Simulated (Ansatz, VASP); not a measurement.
# InSb: VASP beside Ansatz

File INCAR:

```
PREC     = Accurate       # precision mode
ENCUT    = 520            # plane-wave cutoff, eV
EDIFF    = 1E-6           # SCF threshold, eV
ISMEAR   = 0              # smearing method
SIGMA    = 0.5            # smearing width, eV
LREAL    = False          # projectors in reciprocal space
LASPH    = True           # aspherical terms in the spheres
NELM     = 60             # most SCF steps
ALGO     = Normal         # electronic algorithm
ISIF     = 2              # what is computed and relaxed
LWAVE    = False          # write WAVECAR
LCHARG   = True           # write CHGCAR
GGA      = PE             # functional
LELF     = True           # ELF
LVHAR    = True         
NBANDS   = 16             # bands
```

Contents of KPOINTS:

```
Automatic mesh
0
Gamma
  6 6 6
```

The input POSCAR:

```
InSb
1.0
    3.7689762345      0.0000000000      0.0000000000
    0.0000000000      3.7689762345      0.0000000000
    0.0000000000      0.0000000000      3.7689762345
In Sb
1 1
Direct
    0.0000000000      0.0000000000      0.0000000000
    0.5000000000      0.5000000000      0.5000000000
```

Input for Ansatz:

```yaml
crystal:
  lattice:
    - [3.7689762345, 0.0, 0.0]
    - [0.0, 3.7689762345, 0.0]
    - [0.0, 0.0, 3.7689762345]
  atoms:
    - { symbol: In, position: [0.0, 0.0, 0.0] }
    - { symbol: Sb, position: [0.5, 0.5, 0.5] }
kpoints:
  mp_grid: { grid: [6, 6, 6] }
hamiltonian:
  xc: pbe
scf:
  occupations: { method: gaussian, width: 0.5 }
  n_extra_bands: 4
output:
  forces: true
  stress: true
  eigenvalues: true
```

Alike in both runs: task single point; functional PBE; k mesh 6 × 6 × 6; occupations gaussian, width 0.5 eV; no spin polarisation.

|  | VASP | Ansatz |
| --- | --- | --- |
| version | VASP 6.6.1 | Ansatz 0.2.0 |
| potentials or method | VASP PAW PBE potentials, release 64 (In_d, Sb) | plane waves |
| plane-wave cutoff (eV) | 520 | 420 |
| valence electrons in the cell | 18 | 28 |

|  | VASP | Ansatz | Ansatz less VASP |
| --- | --- | --- | --- |
| pressure (GPa) | 1.4 | 1.5 | +0.08 |

With one functional, cell and mesh, what is left measures potentials, basis and numerics. The two sets of potentials don't hold the same shells in valence.

Spin-orbit coupling is left out, which matters for the levels of Sb.
